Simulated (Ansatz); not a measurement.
SiO2 (Cristobalite):

```xyz
12
Lattice="4.9820 0.0000 0.0000 0.0000 4.9820 0.0000 0.0000 0.0000 6.9630" Properties=species:S:1:pos:R:3 pbc="T T T"
Si    3.9805    1.0015    5.2222
Si    3.4925    3.4925    3.4815
Si    1.0015    3.9805    1.7408
Si    1.4895    1.4895    0.0000
O     0.5155    1.1951    5.7227
O     1.2959    3.0065    0.5004
O     4.4665    3.7869    2.2412
O     3.6861    1.9755    3.9819
O     3.0065    1.2959    6.4626
O     3.7869    4.4665    4.7218
O     1.9755    3.6861    2.9811
O     1.1951    0.5155    1.2403
```

```yaml
Program: Ansatz 0.2.0
Task: relaxation of cell and atoms
Functional: PBEsol
Potentials_or_basis: Ansatz PAW
Cutoff: "420 eV (not typed: the program's choice for these potentials)"
k_mesh: 6 × 6 × 4
Occupations: fermi-dirac, width 0.05 eV
Spin: no spin polarisation
```

At the start: volume 14.40 Å³/atom.

**Question.** Where does the relaxation end?

**Answer.** It ends after 7 steps and the volume is 14.75 Å³/atom (+2.4 %); space group P4_12_12 (No. 92, to 0.05 Å).

Step by step:
```
step  energy change (eV)  largest force (eV/Å)  volume (Å³)
   1              0.0000                0.3026       172.82
   2             -0.0279                0.1702       174.86
   3             -0.0338                0.0206       176.99
   4             -0.0363                0.0054       176.41
   5             -0.0509                0.0056       176.41
   6             -0.0489                0.0019       177.03
   7             -0.0509                0.0019       177.03
```

Final structure:
```xyz
12
Lattice="5.0269 0.0000 0.0000 0.0000 5.0269 0.0000 0.0000 0.0000 7.0056" Properties=species:S:1:pos:R:3 pbc="T T T"
Si    4.0123    1.0147    5.2542
Si    3.5281    3.5281    3.5028
Si    1.0147    4.0123    1.7514
Si    1.4988    1.4988    0.0000
O     0.5130    1.2043    5.7558
O     1.3092    3.0265    0.5015
O     4.5139    3.8226    2.2529
O     3.7178    2.0004    4.0043
O     3.0265    1.3092    6.5041
O     3.8226    4.5139    4.7527
O     2.0004    3.7178    3.0013
O     1.2043    0.5130    1.2499
```

Caveat: the plane-wave basis is chosen anew once the cell has moved, so the energies of steps on either side of that aren't comparable; the pressure holds a Pulay correction of +0.6 GPa for the finite cutoff; the PAW data sets come from PBE, with cores solved anew for the run's functional, which leaves a small shift of forces and pressure.
